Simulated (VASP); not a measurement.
Runs of VASP 6.6.1 on InP. It takes space group F-43m (No. 216, cubic). Conventional cell: a = 5.861 Å, b = 5.861 Å, c = 5.861 Å, α = 90.00°, β = 90.00°, γ = 90.00°. Around In (site symmetry -43m) lie 4 P at 2.54 Å. Around P (site symmetry -43m) lie 4 In at 2.54 Å. 

```tsv
cell	target pressure	gap on the mesh (eV)	pressure (GPa)
relaxed to 5 GPa	5 GPa	0.93	4.9
relaxed to 10 GPa	10 GPa	1.18	9.9
relaxed to 20 GPa	20 GPa	(b)	19.9
relaxed to 2 GPa	2 GPa	(a)	2.1
relaxed to 30 GPa	30 GPa	1.06	30.0
```

Alike in all rows: task relaxation of cell and atoms; level LDA; potentials or basis VASP PAW LDA potentials, release 64 (In_d, P); no spin polarisation; k mesh 8 × 8 × 8; cutoff (eV) 600; smearing fermi-dirac 0.05 eV.

Problem. Fill in the values left out.

Solution. (a) 0.75; (b) 1.20.

Caveats: the cell is relaxed towards a set pressure, so the enthalpy falls and the energy may rise; spin-orbit coupling is left out, which moves the levels of the heavy elements.

A k mesh can miss the band edges, and the runs leave out spin-orbit coupling on In.
